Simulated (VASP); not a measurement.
# Hf (Im-3m) in VASP: further runs

The runs below take Hf through single point, with r2SCAN.

Program: VASP 6.6.1. These are calculated values, not measurements. Logs are shortened: lines on timing, memory, paths and dates and some standing lists are left out, and cuts for length are marked.

## Step 1: The crystal as given

The structure is cubic, space group Im-3m (No. 229). Conventional cell: a = 3.610 Å, b = 3.610 Å, c = 3.610 Å, α = 90.00°, β = 90.00°, γ = 90.00°. Hf (site symmetry m-3m) is surrounded by 8 Hf at 3.13 Å.

This isn't the form of Hf at room conditions, which is hcp.

## Step 2: Single point, r2SCAN

File INCAR:

```
SYSTEM = Hf
ADDGRID = .False.
ALGO = Normal
EDIFF = 1E-7
ENCUT = 500
ISIF = 2
ISMEAR = 1
LASPH = .True.
LCHARG = .False.
LMIXTAU = .True.
LREAL = .False.
LWAVE = .False.
METAGGA = R2SCAN
NELM = 100
PREC = Accurate
SIGMA = 0.1
```

File KPOINTS:

```
k-points
0
Gamma
  16 16 16
  0 0 0
```

File POSCAR:

```
Hf
1.0
   -1.8050000000      1.8050000000      1.8050000000
    1.8050000000     -1.8050000000      1.8050000000
    1.8050000000      1.8050000000     -1.8050000000
Hf
1
Direct
    0.0000000000      0.0000000000      0.0000000000
```

Potentials or basis: VASP PAW PBE potentials, release 64 (Hf).

On the command line:

```bash
$ cat potpaw_PBE.64/Hf/POTCAR > POTCAR
$ mpirun -np 1 vasp_std > vasp.out
```

OUTCAR:

```text
SYSTEM = Hf
   EDIFF = 1E-7
   ENCUT = 500
   ISIF = 2
   ISMEAR = 1
   LASPH = .True.
   LREAL = .False.
   METAGGA = R2SCAN
   NELM = 100
   PREC = Accurate

 Found    145 irreducible k-points:

 Following reciprocal coordinates:
            Coordinates               Weight
  0.000000  0.000000  0.000000      1.000000
  0.062500  0.000000  0.000000     12.000000
  0.125000  0.000000  0.000000     12.000000
  0.187500  0.000000  0.000000     12.000000
  0.250000  0.000000  0.000000     12.000000
  0.312500  0.000000  0.000000     12.000000
   k-points           NKPTS =    145   k-points in BZ     NKDIM =    145   number of bands    NBANDS=      6
   number of dos      NEDOS =    301   number of ions     NIONS =      1
   total plane-waves  NPLWV =  13824
   dimension x,y,z NGX =    24 NGY =   24 NGZ =   24
   dimension x,y,z NGXF=    48 NGYF=   48 NGZF=   48
   ions per type =               1
   NGX,Y,Z   is equivalent  to a cutoff of  12.76, 12.76, 12.76 a.u.
   NGXF,Y,Z  is equivalent  to a cutoff of  25.52, 25.52, 25.52 a.u.
 SYSTEM =  Hf
   PREC   = accura    normal or accurate (medium, high low for compatibility)
   ISTART =      0    job   : 0-new  1-cont  2-samecut
   ICHARG =      2    charge: 1-file 2-atom 10-const
   ISPIN  =      1    spin polarized calculation?
   LNONCOLLINEAR =      F non collinear calculations
   LSORBIT =      F    spin-orbit coupling
   LASPH  =      T    aspherical Exc in radial PAW
   ENCUT  =  500.0 eV  36.75 Ry    6.06 a.u.   5.70  5.70  5.70*2*pi/ulx,y,z
   NELM   =    100;   NELMIN=  2; NELMDL= -5     # of ELM steps
   EDIFF  = 0.1E-06   stopping-criterion for ELM
   LREAL  =      F    real-space projection
[... 7 lines left out ...]
   TEBEG  =    0.0;   TEEND  =   0.0 temperature during run
   PSTRESS=    0.0 pullay stress
   NELECT =       4.0000    total number of electrons
   NUPDOWN=      -1.0000    fix difference up-down
   EMIN   =  10.00;   EMAX   =-10.00  energy-range for DOS
   EFERMI =   0.00;   METHOD = LEGACY
   ISMEAR =     1;   SIGMA  =   0.10  broadening in eV -4-tet -1-fermi 0-gaus
   EFERMI_NEDOS =   21; number of points for ismear=-14 and -15
   IALGO  =     38    algorithm
   IMIX   =      4    mixing-type and parameters
     AMIX     =   0.40;   BMIX     =  1.00
     AMIX_MAG =   1.60;   BMIX_MAG =  1.00
  volume/ion in A,a.u.               =      23.52       158.74
  Fermi-wavevector in a.u.,A,eV,Ry     =   0.906980  1.713943 11.192321  0.822612
  Thomas-Fermi vector in A             =   2.030732
   LORBIT       =      0    0 simple, 1 ext, 2 COOP (PROOUT), +10 PAW based schemes
   METAGGA = R2SCAN    functional components
   LHFCALC =     F    Hartree Fock is set to
   AEXX    =    0.0000 exact exchange contribution
   IVDW    =     0    specifies the selected vdW correction
   LEPSILON=     F    determine dielectric tensor
   LRPA    =     F    only Hartree local field effects (RPA)
 non-spin polarized calculation
 Methfessel and Paxton  Order N= 1 SIGMA  =   0.10
  energy-cutoff  :      500.00
  volume of cell :       23.52
 maximum number of plane-waves:       616
   NGX = 11   NGY = 11   NGZ = 11

 number of electron       4.0000000 magnetization

 Free energy of the ion-electron system (eV)
  ---------------------------------------------------
  ext. energy  EPLUGINS =         0.00000000
  ---------------------------------------------------
  free energy    TOTEN  =       -44.86812061 eV

  energy without entropy =      -44.86805097  energy(sigma->0) =      -44.86809739

 E-fermi :   4.4137     XC(G=0): -11.4421

 val. band max:        4.4068520330   @ k =   0.1250   0.1250   0.1250
 cond. band min:       4.4202718974   @ k =   0.2500   0.2500   0.0000
 fundamental gap:      0.0134198644
 Fermi energy:         4.4136687400

 k-point     1 :       0.0000    0.0000    0.0000
  band No.  band energies     occupation
      1      -2.7581      2.00000
      2       6.0972     -0.00000
      3       6.0972     -0.00000
      4       6.0972     -0.00000
      5       8.7459      0.00000
      6       8.7459      0.00000

 k-point     2 :       0.0625    0.0000    0.0000
  band No.  band energies     occupation
      1      -2.6182      2.00000
      2       5.9959     -0.00000
      3       6.0555     -0.00000
      4       6.2330     -0.00000
      5       8.5855      0.00000
      6       8.7440      0.00000

 k-point     3 :       0.1250    0.0000    0.0000
  band No.  band energies     occupation
      1      -2.2105      2.00000
      2       5.7234     -0.00000
      3       5.8775     -0.00000
      4       6.6357      0.00000
      5       8.2901      0.00000
      6       8.7499      0.00000

 k-point     4 :       0.1875    0.0000    0.0000
  band No.  band energies     occupation
      1      -1.5735      2.00000
      2       5.3526     -0.00000
      3       5.4997     -0.00000
      4       7.2907      0.00000
      5       8.1637      0.00000
      6       8.7896      0.00000

 k-point     5 :       0.2500    0.0000    0.0000
  band No.  band energies     occupation
      1      -0.7826      2.00000
      2       4.9599     -0.00000
      3       5.0361     -0.00000
      4       8.1704      0.00000
      5       8.2660      0.00000
      6       8.8875      0.00000

 k-point     6 :       0.3125    0.0000    0.0000
  band No.  band energies     occupation
      1       0.0306      2.00000
      2       4.6049     -0.02103
      3       4.7108     -0.00022
      4       8.4695      0.00000
      5       9.0508      0.00000
      6       9.2253      0.00000

 [... further k-points ...]
[... 5 lines left out ...]
  --------------------------------------------------------------------------------------
  -------------------------------------------------------------------------------------
  Total       -1.1499233     -1.1499233     -1.1499233     -0.0000000      0.0000000      0.0000000
  in kB      -78.3227323    -78.3227323    -78.3227323     -0.0000000      0.0000000      0.0000000
  external PRESSURE =     -78.3227323 kB  Pullay stress =       0.0000000 kB

 VOLUME and BASIS-vectors are now :
 -----------------------------------------------------------------------------
  energy-cutoff  :      500.00
  volume of cell :       23.52
      direct lattice vectors                 reciprocal lattice vectors
    -1.805000000  1.805000000  1.805000000     0.000000000  0.277008310  0.277008310
     1.805000000 -1.805000000  1.805000000     0.277008310  0.000000000  0.277008310
     1.805000000  1.805000000 -1.805000000     0.277008310  0.277008310  0.000000000

 POSITION                                       TOTAL-FORCE (eV/Angst)
 -----------------------------------------------------------------------------------
      0.00000      0.00000      0.00000         0.000000     -0.000000      0.000000
 -----------------------------------------------------------------------------------
    total drift:                                0.000000      0.000000     -0.000000

  FREE ENERGIE OF THE ION-ELECTRON SYSTEM (eV)
  ---------------------------------------------------
  free  energy   TOTEN  =       -44.8681206066 eV

  energy  without entropy=      -44.8680509685  energy(sigma->0) =      -44.86809739
```

Wall time 54 s (1 thread of Intel Xeon Platinum 8488C (Sapphire Rapids), shared host); peak memory 0.15 GiB.

These settings aren't checked as converged: the numbers below hold their error.

Results:

- Free energy: -44.8681 eV
- Pressure: -7.8 GPa
- Band gap on the k mesh: none (metal or under the smearing width)

Caveat: the PAW data sets were made with another functional, which shifts forces and pressure a little.

## Step 3: Single point, r2SCAN

INCAR, as its differences from that of step 2:

```diff
@@ -4,3 +4,3 @@
 EDIFF = 1E-7
-ENCUT = 500
+ENCUT = 600
 ISIF = 2
```

KPOINTS is that of step 2.

POSCAR is that of step 2.

Potentials or basis: VASP PAW PBE potentials, release 64 (Hf).

On the command line:

```bash
$ cat potpaw_PBE.64/Hf/POTCAR > POTCAR
$ mpirun -np 1 vasp_std > vasp.out
```

OUTCAR:

```text
SYSTEM = Hf
   EDIFF = 1E-7
   ENCUT = 600
   ISIF = 2
   ISMEAR = 1
   LASPH = .True.
   LREAL = .False.
   METAGGA = R2SCAN
   NELM = 100
   PREC = Accurate

 Found    145 irreducible k-points:

 Following reciprocal coordinates:
            Coordinates               Weight
  0.000000  0.000000  0.000000      1.000000
  0.062500  0.000000  0.000000     12.000000
  0.125000  0.000000  0.000000     12.000000
  0.187500  0.000000  0.000000     12.000000
  0.250000  0.000000  0.000000     12.000000
  0.312500  0.000000  0.000000     12.000000
   k-points           NKPTS =    145   k-points in BZ     NKDIM =    145   number of bands    NBANDS=      6
   number of dos      NEDOS =    301   number of ions     NIONS =      1
   total plane-waves  NPLWV =  21952
   dimension x,y,z NGX =    28 NGY =   28 NGZ =   28
   dimension x,y,z NGXF=    56 NGYF=   56 NGZF=   56
   ions per type =               1
   NGX,Y,Z   is equivalent  to a cutoff of  14.89, 14.89, 14.89 a.u.
   NGXF,Y,Z  is equivalent  to a cutoff of  29.78, 29.78, 29.78 a.u.
 SYSTEM =  Hf
   PREC   = accura    normal or accurate (medium, high low for compatibility)
   ISTART =      0    job   : 0-new  1-cont  2-samecut
   ICHARG =      2    charge: 1-file 2-atom 10-const
   ISPIN  =      1    spin polarized calculation?
   LNONCOLLINEAR =      F non collinear calculations
   LSORBIT =      F    spin-orbit coupling
   LASPH  =      T    aspherical Exc in radial PAW
   ENCUT  =  600.0 eV  44.10 Ry    6.64 a.u.   6.24  6.24  6.24*2*pi/ulx,y,z
   NELM   =    100;   NELMIN=  2; NELMDL= -5     # of ELM steps
   EDIFF  = 0.1E-06   stopping-criterion for ELM
   LREAL  =      F    real-space projection
   EDIFFG = 0.1E-05   stopping-criterion for IOM
   NSW    =      0    number of steps for IOM
   IBRION =     -1    ionic relax: 0-MD 1-quasi-New 2-CG
   NFREE  =      0    steps in history (QN), initial steepest desc. (CG)
   ISIF   =      2    stress and relaxation
   ISYM   =      2    0-nonsym 1-usesym 2-fastsym
   POTIM  = 0.5000    time-step for ionic-motion
   TEBEG  =    0.0;   TEEND  =   0.0 temperature during run
   PSTRESS=    0.0 pullay stress
   NELECT =       4.0000    total number of electrons
   NUPDOWN=      -1.0000    fix difference up-down
   EMIN   =  10.00;   EMAX   =-10.00  energy-range for DOS
   EFERMI =   0.00;   METHOD = LEGACY
   ISMEAR =     1;   SIGMA  =   0.10  broadening in eV -4-tet -1-fermi 0-gaus
   EFERMI_NEDOS =   21; number of points for ismear=-14 and -15
   IALGO  =     38    algorithm
   IMIX   =      4    mixing-type and parameters
     AMIX     =   0.40;   BMIX     =  1.00
     AMIX_MAG =   1.60;   BMIX_MAG =  1.00
  volume/ion in A,a.u.               =      23.52       158.74
  Fermi-wavevector in a.u.,A,eV,Ry     =   0.906980  1.713943 11.192321  0.822612
  Thomas-Fermi vector in A             =   2.030732
   LORBIT       =      0    0 simple, 1 ext, 2 COOP (PROOUT), +10 PAW based schemes
   METAGGA = R2SCAN    functional components
   LHFCALC =     F    Hartree Fock is set to
   AEXX    =    0.0000 exact exchange contribution
   IVDW    =     0    specifies the selected vdW correction
   LEPSILON=     F    determine dielectric tensor
   LRPA    =     F    only Hartree local field effects (RPA)
 non-spin polarized calculation
 Methfessel and Paxton  Order N= 1 SIGMA  =   0.10
  energy-cutoff  :      600.00
  volume of cell :       23.52
 maximum number of plane-waves:       798
 NGX is ok and might be reduce to    28
   NGX = 13   NGY = 13   NGZ = 13

 number of electron       4.0000000 magnetization

 Free energy of the ion-electron system (eV)
  ---------------------------------------------------
  ext. energy  EPLUGINS =         0.00000000
  ---------------------------------------------------
  free energy    TOTEN  =       -44.86784764 eV

  energy without entropy =      -44.86777789  energy(sigma->0) =      -44.86782439

 E-fermi :   4.4135     XC(G=0): -11.4422

 val. band max:        4.4067300499   @ k =   0.1250   0.1250   0.1250
 cond. band min:       4.4201387943   @ k =   0.2500   0.2500   0.0000
 fundamental gap:      0.0134087445
 Fermi energy:         4.4135379528

 k-point     1 :       0.0000    0.0000    0.0000
  band No.  band energies     occupation
      1      -2.7582      2.00000
      2       6.0971     -0.00000
      3       6.0971     -0.00000
      4       6.0971     -0.00000
      5       8.7458      0.00000
      6       8.7458      0.00000

 k-point     2 :       0.0625    0.0000    0.0000
  band No.  band energies     occupation
      1      -2.6183      2.00000
      2       5.9957     -0.00000
      3       6.0553     -0.00000
      4       6.2329     -0.00000
      5       8.5854      0.00000
      6       8.7439      0.00000

 k-point     3 :       0.1250    0.0000    0.0000
  band No.  band energies     occupation
      1      -2.2106      2.00000
      2       5.7233     -0.00000
      3       5.8774     -0.00000
      4       6.6356      0.00000
      5       8.2900      0.00000
      6       8.7498      0.00000

 k-point     4 :       0.1875    0.0000    0.0000
  band No.  band energies     occupation
      1      -1.5736      2.00000
      2       5.3525     -0.00000
      3       5.4996     -0.00000
      4       7.2906      0.00000
      5       8.1636      0.00000
      6       8.7895      0.00000

 k-point     5 :       0.2500    0.0000    0.0000
  band No.  band energies     occupation
      1      -0.7827      2.00000
      2       4.9598     -0.00000
      3       5.0359     -0.00000
      4       8.1702      0.00000
      5       8.2659      0.00000
      6       8.8874      0.00000

 k-point     6 :       0.3125    0.0000    0.0000
  band No.  band energies     occupation
      1       0.0305      2.00000
      2       4.6047     -0.02104
      3       4.7107     -0.00022
      4       8.4694      0.00000
      5       9.0506      0.00000
      6       9.2251      0.00000

 [... further k-points ...]

------------------------ aborting loop because EDIFF is reached ----------------------------------------

  FORCE on cell =-STRESS in cart. coord.  units (eV):
  Direction    XX          YY          ZZ          XY          YZ          ZX
  --------------------------------------------------------------------------------------
  -------------------------------------------------------------------------------------
  Total       -1.1493738     -1.1493738     -1.1493738      0.0000000      0.0000000      0.0000000
  in kB      -78.2853093    -78.2853093    -78.2853093      0.0000000      0.0000000      0.0000000
  external PRESSURE =     -78.2853093 kB  Pullay stress =       0.0000000 kB

 VOLUME and BASIS-vectors are now :
 -----------------------------------------------------------------------------
  energy-cutoff  :      600.00
  volume of cell :       23.52
      direct lattice vectors                 reciprocal lattice vectors
    -1.805000000  1.805000000  1.805000000     0.000000000  0.277008310  0.277008310
     1.805000000 -1.805000000  1.805000000     0.277008310  0.000000000  0.277008310
     1.805000000  1.805000000 -1.805000000     0.277008310  0.277008310  0.000000000

 POSITION                                       TOTAL-FORCE (eV/Angst)
 -----------------------------------------------------------------------------------
      0.00000      0.00000      0.00000         0.000000     -0.000000      0.000000
 -----------------------------------------------------------------------------------
    total drift:                                0.000000     -0.000000     -0.000000

  FREE ENERGIE OF THE ION-ELECTRON SYSTEM (eV)
  ---------------------------------------------------
  free  energy   TOTEN  =       -44.8678476361 eV

  energy  without entropy=      -44.8677778900  energy(sigma->0) =      -44.86782439
```

It took 2.2 min on 1 thread of Intel Xeon Platinum 8488C (Sapphire Rapids), shared host; peak memory 0.19 GiB.

The run converged, but some of its settings lie outside the range that counts as converged, so its numbers aren't taken as properties of the crystal.

What came out:

```yaml
Free_energy: -44.8678 eV
Pressure: -7.8 GPa
Band_gap_on_the_k_mesh: none (metal or under the smearing width)
```

Caveat: the PAW data sets were made with another functional, which shifts forces and pressure a little.

## Step 4: Single point, r2SCAN

INCAR, as its differences from that of step 3:

```diff
@@ -4,3 +4,3 @@
 EDIFF = 1E-7
-ENCUT = 600
+ENCUT = 500
 ISIF = 2
```

File KPOINTS:

```
k-points
0
Gamma
  19 19 19
  0 0 0
```

POSCAR is that of step 3.

On the command line:

```bash
$ cat potpaw_PBE.64/Hf/POTCAR > POTCAR
$ mpirun -np 1 vasp_std > vasp.out
```

Run time: 97 s. Hardware: 1 thread of Intel Xeon Platinum 8488C (Sapphire Rapids), shared host; peak memory 0.17 GiB.

The run converged, but some of its settings lie outside the range that counts as converged, so its numbers aren't taken as properties of the crystal.

What came out:

```
Free energy            : -44.8680 eV
Pressure               : -7.8 GPa
Band gap on the k mesh : none (metal or under the smearing width)
```

Caveat: the PAW data sets were made with another functional, which shifts forces and pressure a little.

## Step 5: Single point, r2SCAN

INCAR, as its differences from that of step 4:

```diff
@@ -4,3 +4,3 @@
 EDIFF = 1E-7
-ENCUT = 500
+ENCUT = 600
 ISIF = 2
```

KPOINTS is that of step 4.

POSCAR is that of step 4.

On the command line:

```bash
$ cat potpaw_PBE.64/Hf/POTCAR > POTCAR
$ mpirun -np 1 vasp_std > vasp.out
```

It took 4 min on 1 thread of Intel Xeon Platinum 8488C (Sapphire Rapids), shared host; peak memory 0.21 GiB.

These settings aren't checked as converged: the numbers below hold their error.

What came out:

- Free energy: -44.8677 eV
- Pressure: -7.9 GPa
- Band gap on the k mesh: none (metal or under the smearing width)

Caveat: the PAW data sets were made with another functional, which shifts forces and pressure a little.
